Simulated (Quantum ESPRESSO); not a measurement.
Ta2C:

```
Ta C
1.0
     3.10590    0.00000    0.00000
    -1.55295    2.68979    0.00000
     0.00000    0.00000    4.94640
Ta C
2 1
Direct
  0.67865 0.34142 0.75177
  0.32986 0.66621 0.25917
  0.01100 0.99955 0.00600
```

The cell isn't the ideal one: atoms moved at random, drawn with an rms of 0.05 Å.

Below is the output of Quantum ESPRESSO 7.5 for this cell. Logs are shortened: lines on timing, memory, paths and dates and some standing lists are left out, and cuts for length are marked.

```text
This program is part of the open-source Quantum ESPRESSO suite
     for quantum simulation of materials; please cite
[... 10 lines left out ...]
     --------------------
     sticks:   dense  smooth     PW     G-vecs:    dense   smooth      PW
     Sum        1069     517    163                44655    15729    2647

     Using Slab Decomposition

     bravais-lattice index     =            0
     lattice parameter (alat)  =       5.8693  a.u.
     unit-cell volume          =     278.8633 (a.u.)^3
     number of atoms/cell      =            3
     number of atomic types    =            2
     number of electrons       =        30.00
     number of Kohn-Sham states=           22
     kinetic-energy cutoff     =      56.0000  Ry
     charge density cutoff     =     448.0000  Ry
     scf convergence threshold =      6.0E-10
     mixing beta               =       0.5000
     number of iterations used =            8  plain     mixing
     Exchange-correlation= SLA  PW   PSX  PSC
                           (   1   4  10   8   0   0   0)

     celldm(1)=   5.869300  celldm(2)=   0.000000  celldm(3)=   0.000000
     celldm(4)=   0.000000  celldm(5)=   0.000000  celldm(6)=   0.000000

     crystal axes: (cart. coord. in units of alat)
               a(1) = (   1.000000   0.000000   0.000000 )
               a(2) = (  -0.500000   0.866025   0.000000 )
               a(3) = (   0.000000   0.000000   1.592582 )

     reciprocal axes: (cart. coord. in units 2 pi/alat)
               b(1) = (  1.000000  0.577350 -0.000000 )
               b(2) = (  0.000000  1.154701  0.000000 )
               b(3) = (  0.000000 -0.000000  0.627911 )

     PseudoPot. # 1 for Ta read from file:
     ta_pbesol_v1.uspp.F.UPF
     Pseudo is Ultrasoft + core correction, Zval = 13.0
     Generated by new atomic code, or converted to UPF format
     Using radial grid of  921 points,  7 beta functions with:
                l(1) =   0
                l(2) =   0
                l(3) =   1
                l(4) =   1
                l(5) =   2
                l(6) =   2
                l(7) =   3
     Q(r) pseudized with  6 coefficients,  rinner =    1.300   1.300   1.300
                                                       1.300   1.300   1.300
                                                       1.300

     PseudoPot. # 2 for C  read from file:
     c_pbesol_v1.2.uspp.F.UPF
     Pseudo is Ultrasoft + core correction, Zval =  4.0
     Generated by new atomic code, or converted to UPF format
     Using radial grid of  721 points,  4 beta functions with:
                l(1) =   0
                l(2) =   0
                l(3) =   1
                l(4) =   1
     Q(r) pseudized with  8 coefficients,  rinner =    1.100   1.100   1.100

     atomic species   valence    mass     pseudopotential
     Ta               13.00   180.94790     Ta( 1.00)
     C                 4.00    12.01100     C ( 1.00)

     No symmetry found

   Cartesian axes

     site n.     atom                  positions (alat units)
         1        Ta     tau(   1) = (   0.5079425   0.2956810   1.1972537  )
         2        Ta     tau(   2) = (  -0.0032450   0.5769565   0.4127463  )
         3        C      tau(   3) = (   0.0112240  -0.0003897   0.0095475  )

     number of k points=   304  Fermi-Dirac smearing, width (Ry)=  0.0037

     Number of k-points >= 100: set verbosity='high' to print them.

     Dense  grid:    44655 G-vectors     FFT dimensions: (  40,  40,  64)

     Smooth grid:    15729 G-vectors     FFT dimensions: (  27,  27,  45)

     Initial potential from superposition of free atoms

     starting charge      29.9979, renormalised to      30.0000

     negative rho (up, down):  1.870E-01 0.000E+00
     Starting wfcs are   30 randomized atomic wfcs

     Self-consistent Calculation

     iteration #  1     ecut=    56.00 Ry     beta= 0.50
     Davidson diagonalization with overlap
     ethr =  1.00E-02,  avg # of iterations =  2.0

     negative rho (up, down):  1.925E-01 0.000E+00

     total energy              =    -294.88235149 Ry
     estimated scf accuracy    <       0.63199642 Ry

     iteration #  2     ecut=    56.00 Ry     beta= 0.50
     Davidson diagonalization with overlap
     ethr =  2.11E-03,  avg # of iterations =  2.5

     negative rho (up, down):  1.946E-01 0.000E+00

     total energy              =    -295.03506522 Ry
     estimated scf accuracy    <       0.49266266 Ry
[... 55 lines left out ...]
     iteration #  9     ecut=    56.00 Ry     beta= 0.50
     Davidson diagonalization with overlap
     ethr =  1.42E-10,  avg # of iterations =  3.4

     negative rho (up, down):  1.997E-01 0.000E+00

     total energy              =    -295.12726738 Ry
     estimated scf accuracy    <       0.00000002 Ry

     iteration # 10     ecut=    56.00 Ry     beta= 0.50
     Davidson diagonalization with overlap
     ethr =  7.82E-11,  avg # of iterations =  2.0

     negative rho (up, down):  1.997E-01 0.000E+00

     End of self-consistent calculation

     Number of k-points >= 100: set verbosity='high' to print the bands.

     the Fermi energy is    18.3580 ev

!    total energy              =    -295.12726738 Ry
     estimated scf accuracy    <          3.9E-10 Ry
     smearing contrib. (-TS)   =      -0.00052175 Ry
     internal energy E=F+TS    =    -295.12674562 Ry

     The total energy is F=E-TS. E is the sum of the following terms:
     one-electron contribution =     -28.96406263 Ry
     hartree contribution      =      30.33021709 Ry
     xc contribution           =     -87.68109062 Ry
     ewald contribution        =    -208.81180947 Ry

     convergence has been achieved in  10 iterations

     negative rho (up, down):  1.997E-01 0.000E+00

     Forces acting on atoms (cartesian axes, Ry/au):

     atom    1 type  1   force =     0.00265892   -0.00869348    0.00899536
     atom    2 type  1   force =     0.01672997   -0.00002368   -0.00687697
     atom    3 type  2   force =    -0.01938889    0.00871717   -0.00211839

     Total force =     0.030776     Total SCF correction =     0.000122

     Computing stress (Cartesian axis) and pressure

     negative rho (up, down):  1.997E-01 0.000E+00
          total   stress  (Ry/bohr**3)                   (kbar)     P=      -34.90
  -0.00020983   0.00000132   0.00006736          -30.87        0.19        9.91
   0.00000132  -0.00021658   0.00003992            0.19      -31.86        5.87
   0.00006736   0.00003992  -0.00028538            9.91        5.87      -41.98

=------------------------------------------------------------------------------=
   JOB DONE.
=------------------------------------------------------------------------------=
```

Task: Write the input and the command behind it.

Result: Single point with PBEsol, no spin polarisation. The files as run (others can give the same):

pw.in
```
&CONTROL
  calculation = 'scf'
  prefix = 'pwscf'
  outdir = './tmp'
  pseudo_dir = './pseudo'
  tprnfor = .true.
  tstress = .true.
  disk_io = 'nowf'
/
&SYSTEM
  ibrav = 0
  nat = 3
  ntyp = 2
  ecutwfc = 56
  ecutrho = 448
  nbnd = 22
  occupations = 'smearing'
  smearing = 'fd'
  degauss = 0.00367493
/
&ELECTRONS
  conv_thr = 6d-10
  electron_maxstep = 120
  mixing_beta = 0.5
/
ATOMIC_SPECIES
Ta   180.9479 ta_pbesol_v1.uspp.F.UPF
C     12.0110 c_pbesol_v1.2.uspp.F.UPF
CELL_PARAMETERS angstrom
   3.1059000000    0.0000000000    0.0000000000
  -1.5529500000    2.6897883016    0.0000000000
   0.0000000000    0.0000000000    4.9464000000
ATOMIC_POSITIONS crystal
Ta     0.6786540000    0.3414230000    0.7517690000
Ta     0.3298610000    0.6662120000    0.2591680000
C      0.0109990000   -0.0004500000    0.0059950000
K_POINTS automatic
10 10 6 0 0 0
```

Potentials or basis: GBRV 1.5 PBEsol.
Run with:
```console
$ OMP_NUM_THREADS=1 mpirun -n 2 pw.x -nk 2 -in pw.in > pw.out
```
